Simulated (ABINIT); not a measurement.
Input of an ABINIT 10.8.3 (patched build) run:

Contents of run.abi:

```
# Pseudopotentials
pp_dirpath "./"
pseudos "Co.GGA_PBE-ansatz.xml, O.GGA_PBE-ansatz.xml"

# Structure
acell 3*1.0 Angstrom
rprim
    -1.5471862366     1.5471862366     2.1620055619
     1.5471862366    -1.5471862366     2.1620055619
     1.5471862366     1.5471862366    -2.1620055619
ntypat 2
znucl 27 8
natom 2
typat 1 2
xcart
     0.0000000000     0.0000000000     0.0000000000
     0.0000000000     0.0000000000     4.0855983919
chkprim 0
chksymtnons 0
tolsym 1.0e-6

# Plane-wave basis
ecut 14.0
pawecutdg 28.0
pawxcdev 0
pawovlp 30

# k points
kptopt 1
ngkpt 9 9 9
nshiftk 1
shiftk 0.0 0.0 0.0

# Exchange and correlation
ixc 23

# Bands and occupations
nband 16
occopt 3
tsmear 0.00183747

# Spin
nsppol 2
spinat
     0.0000000000     0.0000000000     2.0000000000
     0.0000000000     0.0000000000     0.0000000000

# DFT+U
usepawu 2
lpawu 2 -1
upawu 1.0 0.0 eV
jpawu 0.7 0.0 eV

# SCF cycle
nstep 100
tolvrs 1.0e-9

# Output
iomode 3
prtwf 0
prtden 0
prteig 0
prtebands 0
```

Potentials or basis: Ansatz PAW PBE default generated set, frozen core.

Launch:

```sh
$ abinit run.abi > log 2>&1
```

Q: Predict the site moments.

A: Co +2.65; O +0.30 μB.

Q: Estimate the net moment.

A: 2.94 μB per cell.

Q: Predict the band gap on the k mesh.

A: None (metal or under the smearing width).

Eigenvalues of the final occupation matrices:
```csv
site,spin,trace,eigenvalues
atom 1,1,4.95,0.97 0.98 0.98 1.01 1.01
atom 1,2,2.36,0.17 0.19 0.61 0.61 0.78
```

Caveat: a cell with one magnetic atom can't hold antiferromagnetic order, which such compounds often take; the atomic spheres overlap. The state reached can hang on the start; a lower one may exist.
